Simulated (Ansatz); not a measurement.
# SiO2: stress in a strained cell

Aim: deform SiO2 (equal xx and yy strain of +3 %) and compute stress, forces and field gradients with LAPW, PAW and all-electron datasets made for the crystal.

Computed with Ansatz 0.2.0 (DFT PBE, scalar-relativistic, unless a step's input says otherwise).

## (1) The structure to begin with

The structure is tetragonal, space group I-42d (No. 122). The conventional cell has a = 4.748 Å, b = 4.748 Å, c = 7.488 Å, α = 90.00°, β = 90.00°, γ = 90.00°. Around Si (site symmetry -4) lie 4 O at 1.62 Å. O (site symmetry 2) is surrounded by 2 Si at 1.62 Å.

Structure file:

```cif
data_structure
_symmetry_space_group_name_H-M 'I-42d'
_symmetry_Int_Tables_number 122
_cell_length_a 4.7481
_cell_length_b 4.7481
_cell_length_c 7.4880
_cell_angle_alpha 90.000
_cell_angle_beta 90.000
_cell_angle_gamma 90.000
_cell_volume 168.81
loop_
_atom_site_label
_atom_site_type_symbol
_atom_site_symmetry_multiplicity
_atom_site_Wyckoff_symbol
_atom_site_fract_x
_atom_site_fract_y
_atom_site_fract_z
_atom_site_occupancy
Si1 Si 4 a 0.00000 0.00000 0.00000 1
O1 O 8 d 0.25000 0.62338 0.37500 1
```

The file gives the conventional cell by its symmetry; the runs use the cell typed in the input.

Atoms are numbered in the order of the input: Si1, Si2, O3, O4, O5, O6.

## (2) After the deformation

Space group I-42d before, I-42d after.

## (3) Full-potential LAPW

input.yaml reads:

```yaml
crystal:
  lattice:
    - [-2.4452715, 2.4452715, 3.744]
    - [2.4452715, -2.4452715, 3.744]
    - [2.4452715, 2.4452715, -3.744]
  atoms:
    - { symbol: Si, position: [0.0, 0.0, 0.0] }
    - { symbol: Si, position: [0.75, 0.25, 0.5] }
    - { symbol: O, position: [0.99838, 0.625, 0.87338] }
    - { symbol: O, position: [0.375, 0.24838, 0.37338] }
    - { symbol: O, position: [0.75162, 0.125, 0.12662] }
    - { symbol: O, position: [0.875, 0.00162, 0.62662] }
kpoints:
  mp_grid: { grid: [7, 7, 7] }
  band_path:
    path:
      - [0.0, 0.0, 0.0]
      - [0.0, 0.0, 0.5]
      - [0.25, 0.25, 0.25]
      - [0.0, 0.5, 0.0]
      - [0.0, 0.0, 0.0]
      - [0.5, 0.5, -0.5]
      - [0.3566405806, 0.6433594194, -0.3566405806]
      - [-0.3566405806, 0.3566405806, 0.3566405806]
      - [0.0, 0.0, 0.0]
    npoints: 5
scf:
  occupations: { method: fermi_dirac, width: 0.03 }
hamiltonian:
  xc: pbe
  pseudopotentials: { kind: all_electron, lapw: { basis_error: 0.001 } }
output:
  forces: true
  stress: true
  eigenvalues: true
```

The run is started by

```
> ansatz run input.yaml --threads 2 --pin off --max-ram 6144MiB --backend cpu --events-out ev --progress --plain --runs-dir out
```

## (4) Frozen-core PAW

input.yaml reads:

```yaml
crystal:
  lattice:
    - [-2.4452715, 2.4452715, 3.744]
    - [2.4452715, -2.4452715, 3.744]
    - [2.4452715, 2.4452715, -3.744]
  atoms:
    - { symbol: Si, position: [0.0, 0.0, 0.0] }
    - { symbol: Si, position: [0.75, 0.25, 0.5] }
    - { symbol: O, position: [0.99838, 0.625, 0.87338] }
    - { symbol: O, position: [0.375, 0.24838, 0.37338] }
    - { symbol: O, position: [0.75162, 0.125, 0.12662] }
    - { symbol: O, position: [0.875, 0.00162, 0.62662] }
kpoints:
  mp_grid: { grid: [7, 7, 7] }
scf:
  occupations: { method: fermi_dirac, width: 0.03 }
hamiltonian:
  xc: pbe
  pseudopotentials: { kind: paw }
output:
  forces: true
  stress: true
  eigenvalues: true
  efg: { contact_densities: true }
  write_density: true
  write_potential: true
  elf: true
  volumetric_format: npy
```

## (5) Datasets made for this crystal

Edit input.yaml of step 4 so:

```diff
@@ -18,3 +18,3 @@
   xc: pbe
-  pseudopotentials: { kind: paw }
+  pseudopotentials: { kind: all_electron, datasets: crystal }
 output:
@@ -24,5 +24 @@
   efg: { contact_densities: true }
-  write_density: true
-  write_potential: true
-  elf: true
-  volumetric_format: npy
```

(Steps that only read results are left out.)

Q: Predict the outcome of this session. Wanted: pressure; largest shear or deviatoric stress.

**Answer**, as computed:

| quantity | value |
| --- | --- |
| pressure | LAPW -5.59, PAW -5.57, crystal datasets -5.58 GPa |
| largest shear or deviatoric stress (LAPW) | 0.24 GPa |

In words: The largest part of the stress beyond the pressure is 0.24 GPa in size, in the zz component; the atoms are carried along and not relaxed. No run of the undeformed cell stands beside it, so the pressure holds what the given cell had before the change. PAW: stress within 0.02 GPa of LAPW, forces within 1 meV/Å. Crystal datasets: stress within 0.01 GPa of LAPW, forces within 1 meV/Å.
